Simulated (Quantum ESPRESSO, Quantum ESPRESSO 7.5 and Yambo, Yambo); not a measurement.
# BAs (F-43m): G0W0 with Yambo, start to end

Wanted: ground state, empty states, screening and self-energy for BAs (F-43m).

Program: Quantum ESPRESSO 7.5 and Yambo 5.3.0. Level of theory: PBE and many-body steps on it, plane waves. Results are calculated unless marked as measured.

**The experiments to reproduce.**

- Gap 4.12 eV: direct gap from square of absorption coefficient, average of two samples; spectroscopic ellipsometry; 300 K; bulk crystal (CVT-grown opaque bulk crystals) (“Optical properties of cubic boron arsenide”, 2019, arxiv:1911.04914).

- Gap 1.82 eV: indirect optical gap from absorption edge; UV-visible absorption; 300 K; bulk crystal (single crystal grown by chemical vapor transport) (“Basic Physical Properties of Cubic Boron Arsenide”, 2019, arxiv:1911.11281).

- Gap 2.02 eV: indirect gap from square root of absorption coefficient, average of three samples; transmission and reflection spectroscopy; 300 K; bulk crystal (CVT-grown platelets about 10 um thick) (“Optical properties of cubic boron arsenide”, 2019, arxiv:1911.04914).

This is a report of a sequence of runs, with most program output left out.

**1. The starting structure**

Symmetry: F-43m, No. 216, cubic system. The conventional cell has a = 4.777 Å, b = 4.777 Å, c = 4.777 Å, α = 90.00°, β = 90.00°, γ = 90.00°. Nearest to B lie 4 As at 2.07 Å. As has 4 B at 2.07 Å nearest. Farther neighbours are not listed.

The cell and positions come from the Crystallography Open Database and are kept as given unless a step says otherwise.

**2. Ground state**

This step: Quantum ESPRESSO 7.5; DFT, PBE, plane waves, norm-conserving pseudopotentials.

The ground-state density comes first.

The input, pw.in:

```
&control
  calculation = 'scf'
  prefix = 'x'
  outdir = 'o'
  pseudo_dir = 'pseudo'
/
&system
  ibrav = 0
  nat = 2
  ntyp = 2
  ecutwfc = 100.0
  nbnd = 18
  force_symmorphic = .true.
/
&electrons
  conv_thr = 1e-10
  electron_maxstep = 80
  mixing_beta = 0.5
/
ATOMIC_SPECIES
  B 10.81 B.upf
  As 74.922 As.upf
CELL_PARAMETERS angstrom
  -0.0000000000 2.3885000000 2.3885000000
  2.3885000000 -0.0000000000 2.3885000000
  2.3885000000 2.3885000000 -0.0000000000
ATOMIC_POSITIONS crystal
  B 0.0000000000 0.0000000000 0.0000000000
  As 0.2500000000 0.2500000000 0.2500000000
K_POINTS automatic
  8 8 8 0 0 0
```

Run with:

```
$ OMP_NUM_THREADS=1 mpirun -n 4 pw.x -nk 4 -in pw.in > pw.out
```

Elapsed: 8.4 s, on 4 MPI ranks of Arm Neoverse V2, shared host; peak memory 0.26 GiB; 33 s of CPU time.

Numbers from this step:

- total energy: -8386.4857 eV
- gap: 1.207 eV
- k of the valence top: 0, 0, 0
- k of the conduction bottom: 0, 0.375, 0.375
- least direct gap: 3.289 eV

The gap is indirect, with the least direct gap 2.08 eV higher.

**3. Bands along the symmetry lines**

Levels along a band path, at the cheap level, show where the edges lie and whether the meshes to come will hold them.

The input, pw.in:

```
&control
  calculation = 'bands'
  prefix = 'x'
  outdir = 'o'
  pseudo_dir = 'pseudo'
/
&system
  ibrav = 0
  nat = 2
  ntyp = 2
  ecutwfc = 100.0
  nbnd = 19
  force_symmorphic = .true.
/
&electrons
  conv_thr = 1e-9
  electron_maxstep = 80
  diago_full_acc = .true.
  diago_thr_init = 5e-6
/
ATOMIC_SPECIES
  B 10.81 B.upf
  As 74.922 As.upf
CELL_PARAMETERS angstrom
  -0.0000000000 2.3885000000 2.3885000000
  2.3885000000 -0.0000000000 2.3885000000
  2.3885000000 2.3885000000 -0.0000000000
ATOMIC_POSITIONS crystal
  B 0.0000000000 0.0000000000 0.0000000000
  As 0.2500000000 0.2500000000 0.2500000000
K_POINTS crystal
  50
  0.00000000 0.00000000 0.00000000 1
  -0.06250000 -0.06250000 0.00000000 1
  -0.12500000 -0.12500000 0.00000000 1
  -0.18750000 -0.18750000 0.00000000 1
  -0.25000000 -0.25000000 0.00000000 1
  -0.31250000 -0.31250000 0.00000000 1
  -0.37500000 -0.37500000 0.00000000 1
  -0.43750000 -0.43750000 0.00000000 1
  -0.50000000 -0.50000000 0.00000000 1
  -0.48437500 -0.48437500 0.03125000 1
  -0.46875000 -0.46875000 0.06250000 1
  -0.45312500 -0.45312500 0.09375000 1
  -0.43750000 -0.43750000 0.12500000 1
  -0.42187500 -0.42187500 0.15625000 1
  -0.40625000 -0.40625000 0.18750000 1
  -0.39062500 -0.39062500 0.21875000 1
  -0.37500000 -0.37500000 0.25000000 1
  -0.37500000 0.00000000 0.37500000 1
  -0.32812500 0.00000000 0.32812500 1
  -0.28125000 0.00000000 0.28125000 1
  -0.23437500 0.00000000 0.23437500 1
  -0.18750000 0.00000000 0.18750000 1
  -0.14062500 0.00000000 0.14062500 1
  -0.09375000 0.00000000 0.09375000 1
  -0.04687500 0.00000000 0.04687500 1
  0.00000000 0.00000000 0.00000000 1
  0.00000000 0.00000000 0.06250000 1
  0.00000000 0.00000000 0.12500000 1
  0.00000000 0.00000000 0.18750000 1
  0.00000000 0.00000000 0.25000000 1
  0.00000000 0.00000000 0.31250000 1
  0.00000000 0.00000000 0.37500000 1
  0.00000000 0.00000000 0.43750000 1
  -0.00000000 -0.00000000 0.50000000 1
  -0.06250000 -0.03125000 0.46875000 1
  -0.12500000 -0.06250000 0.43750000 1
  -0.18750000 -0.09375000 0.40625000 1
  -0.25000000 -0.12500000 0.37500000 1
  -0.31250000 -0.15625000 0.34375000 1
  -0.37500000 -0.18750000 0.31250000 1
  -0.43750000 -0.21875000 0.28125000 1
  -0.50000000 -0.25000000 0.25000000 1
  -0.50000000 -0.28125000 0.21875000 1
  -0.50000000 -0.31250000 0.18750000 1
  -0.50000000 -0.34375000 0.15625000 1
  -0.50000000 -0.37500000 0.12500000 1
  -0.50000000 -0.40625000 0.09375000 1
  -0.50000000 -0.43750000 0.06250000 1
  -0.50000000 -0.46875000 0.03125000 1
  -0.50000000 -0.50000000 0.00000000 1
```

Elapsed: 3.4 s, on 4 MPI ranks; peak memory 0.22 GiB; 13 s of CPU time.

Numbers from this step:

| Item | Value |
| --- | --- |
| gap | 1.207 eV |
| k of the valence top | 0, 0, 0 |
| k of the conduction bottom | -0.375, -0.375, 0 |
| least direct gap | 3.289 eV |

The gap is 1.207 eV, as in the run before at this level.

The electronic bands at the labelled points (eV, zero at the top of the highest filled band):

```tsv
point	band 10	band 11	band 12	band 13	band 14	band 15	band 16	band 17
Γ	-15.40	0.00	0.00	0.00	3.29	3.29	3.29	4.69
halfway	-14.05	-4.09	-2.70	-2.70	1.67	4.55	7.41	7.41
X	-11.22	-8.51	-4.07	-4.07	1.45	1.46	11.39	11.39
halfway	-11.19	-8.41	-4.90	-3.92	1.61	2.81	10.72	10.82
U	-11.26	-8.13	-5.94	-3.48	2.06	5.56	9.24	9.78
jump to K	-11.26	-8.13	-5.94	-3.48	2.06	5.56	9.24	9.78
halfway	-13.91	-5.13	-3.78	-1.13	3.99	4.92	5.80	7.01
Γ	-15.40	0.00	0.00	0.00	3.29	3.29	3.29	4.69
halfway	-14.40	-4.93	-1.15	-1.15	3.08	4.67	4.67	7.91
L	-12.53	-8.77	-1.82	-1.82	2.70	4.80	4.80	8.90
halfway	-11.96	-8.28	-4.55	-3.07	3.98	4.79	7.48	9.06
W	-11.06	-8.05	-5.48	-5.19	5.27	5.95	6.83	7.06
halfway	-11.14	-8.31	-4.81	-4.69	2.90	3.02	9.72	10.01
X	-11.22	-8.51	-4.07	-4.07	1.45	1.46	11.39	11.39
```

**4. Empty states on the mesh, 4×4×4 mesh, 74 bands**

The sums over transitions need many empty states on a uniform mesh; this step solves for them.

The input, pw.in:

```
&control
  calculation = 'nscf'
  prefix = 'x'
  outdir = 'o'
  pseudo_dir = 'pseudo'
/
&system
  ibrav = 0
  nat = 2
  ntyp = 2
  ecutwfc = 100.0
  nbnd = 74
  force_symmorphic = .true.
/
&electrons
  conv_thr = 1e-9
  electron_maxstep = 80
  diago_full_acc = .true.
  diago_thr_init = 5e-6
/
ATOMIC_SPECIES
  B 10.81 B.upf
  As 74.922 As.upf
CELL_PARAMETERS angstrom
  -0.0000000000 2.3885000000 2.3885000000
  2.3885000000 -0.0000000000 2.3885000000
  2.3885000000 2.3885000000 -0.0000000000
ATOMIC_POSITIONS crystal
  B 0.0000000000 0.0000000000 0.0000000000
  As 0.2500000000 0.2500000000 0.2500000000
K_POINTS automatic
  4 4 4 0 0 0
```

Elapsed: 3.7 s, on 4 MPI ranks; peak memory 0.27 GiB; 15 s of CPU time.

Numbers from this step:

```yaml
gap: 1.451 eV
k_of_the_valence_top: 0, 0, 0
k_of_the_conduction_bottom: 0, -0.5, -0.5
least_direct_gap: 3.289 eV
k_points_computed: 8
lowest_point_of_the_top_converged_band_above_the_valence_top: 86.3992 eV
```

On this mesh the gap is 1.451 eV. The earlier step found 1.207 eV, so this mesh misses an edge.

**5. Conversion and set-up**

This step: Yambo 5.3.0; conversion and set-up on PBE, plane waves, norm-conserving pseudopotentials.

The states are converted to the many-body program's format and the q mesh is built.

Run with:

```
$ (cd o/x.save; p2y > p2y.log; mv SAVE ../..); yambo > setup.log
```

Run time: 2.1 s. Hardware: 1 MPI rank; peak memory 0.24 GiB.

**6. Screening and self-energy, 4×4×4 mesh, 74 bands, screening to 163.3 eV**

Now the one-shot GW correction: screening in the RPA, then the self-energy of the levels asked for.

This step: G0W0 on PBE, plane waves, norm-conserving pseudopotentials.

The input, gw1.in:

```
HF_and_locXC
gw0
dyson
ppa
em1d
rim_cut
RandQpts= 1000000
RandGvec= 1 RL
EXXRLvcs= 100 Ry
VXCRLvcs= 400 Ry
Chimod= "HARTREE"
% BndsRnXp
 1 | 74 |
%
NGsBlkXp= 12 Ry
% LongDrXp
 1 | 1 | 1 |
%
% GbndRnge
 1 | 74 |
%
DysSolver= "n"
ExtendOut
PPAPntXp= 27.21138 eV
% QPkrange
 1 | 1 | 12 | 15 |
 7 | 7 | 12 | 15 |
%
```

Run with:

```
$ OMP_NUM_THREADS=1 mpirun -n 4 yambo -F gw1.in -J gw1 -C gw1 > gw1.log
```

Wall time 30 s (4 MPI ranks); peak memory 1.4 GiB.

Numbers from this step:

```
G0W0 gap on the points computed              : 1.924 eV
starting gap on the mesh                     : 1.451 eV
k of the valence top                         : 0, 0, 0
k of the conduction bottom                   : 0, -0.5, -0.5
least direct G0W0 gap on the computed points : 4.109 eV
Z at the valence top                         : 0.8056
Z at the conduction bottom                   : 0.8155
```

The gap on the mesh goes from 1.45 eV to 1.92 eV, a correction of +0.47 eV. The start differs from the 1.21 eV found before because the two sample other k points.

Limits: finite bands, cutoff and mesh; no spin-orbit coupling; coarse k mesh. v1 is the top filled band, c1 the lowest empty one. Levels before and after the correction, in eV, zero at the valence-band top of each column:

```tsv
	conduction bottom	valence top
Kohn-Sham	1.45	0.00
G0W0	1.92	0.00
```

```tsv
	level	energy (eV)
Kohn-Sham	Γ v2-v1	0.000
Kohn-Sham	Γ c1-c2	3.289
Kohn-Sham	(0 -0.5 -0.5) v2-v1	-4.074
Kohn-Sham	(0 -0.5 -0.5) c1	1.451
Kohn-Sham	(0 -0.5 -0.5) c2	1.459
G0W0	Γ v2-v1	0.000
G0W0	Γ c1-c2	4.109
G0W0	(0 -0.5 -0.5) v2-v1	-4.335
G0W0	(0 -0.5 -0.5) c1	1.924
G0W0	(0 -0.5 -0.5) c2	2.011
```

**7. Where the time went**

Times are wall times on the hardware named with each run, good to a factor of about two.

```tsv
step	time	share	memory (GiB)
ground state	8.4 s	18 %	0.26
bands along the symmetry lines	3.4 s	7 %	0.22
empty states on the mesh	3.7 s	8 %	0.27
conversion and set-up	2.1 s	4 %	0.24
screening and self-energy	30 s	63 %	1.4
```

**8. Outcome**

| Quantity | Value |
| --- | --- |
| PBE gap | 1.21 eV, indirect |
| G0W0 gap on the mesh | 1.92 eV |
| G0W0 gap over the zone (rigid shift) | 1.68 eV |
| GW settings | 4×4×4 mesh, 74 bands, screening to 163.3 eV, Godby-Needs plasmon pole |
| known limits | not at the basis limit; no spin-orbit coupling; coarse k mesh |

G0W0 moves the gap on the mesh from 1.45 eV to 1.92 eV (+0.47 eV), with Z of 0.81 and 0.82 at the edges. The mesh misses the band edges by 0.24 eV in all; a rigid shift gives 1.68 eV for the zone. Only 2 of the mesh's irreducible points were corrected, so a valley elsewhere could overtake. The dearest step here is «screening and self-energy». Against experiment, by G0W0@PBE: the direct gap of 4.11 eV lies −0.01 eV from the measured 4.12 eV (direct, 300 K, 2019); the gap of 1.68 eV lies −0.14 eV from the measured 1.82 eV (indirect, 300 K, 2019); the gap of 1.68 eV lies −0.34 eV from the measured 2.02 eV (indirect, 300 K, 2019). An exciton line or allowed optical edge lies below the quasiparticle gap by the binding energy; a forbidden edge can push the onset above it. The calculation has static nuclei and no excitons; a measured gap holds zero-point and thermal motion, which mostly lowers it. Bands and cutoff are finite, so the gap is not at the basis limit. The miss can reach some tenths of an eV and take either sign; the mesh is an error of its own. In the G0W0 run levels were corrected at 2 k points alone, so a gap called «on the mesh» is the least over those, and an edge elsewhere would be missed. A denser mesh or path gives a starting gap of 1.21 eV: the GW mesh misses a band edge, so its gaps are not the fundamental one. The 4×4×4 mesh is coarse for this cell, which bears on the long-range parts of exchange and screening. The many-body steps are scalar-relativistic: spin-orbit coupling is not in them.

[Paths, hosts, dates, memory and timing lines, banners, echoed tables and standing remarks are left out of the program output.]

[Logs are printed without paths, hosts, clocks, repeated set-up lines and the standing remarks that a program may print on its own settings, such as how far it seeks lower states.]

[Runs of the session that timed out or met a known fault of the program may be left out.]

[Hosts, paths, dates, database ids (printed as entryN), source tags and the programs' standing remarks are cut or masked in the printed files.]
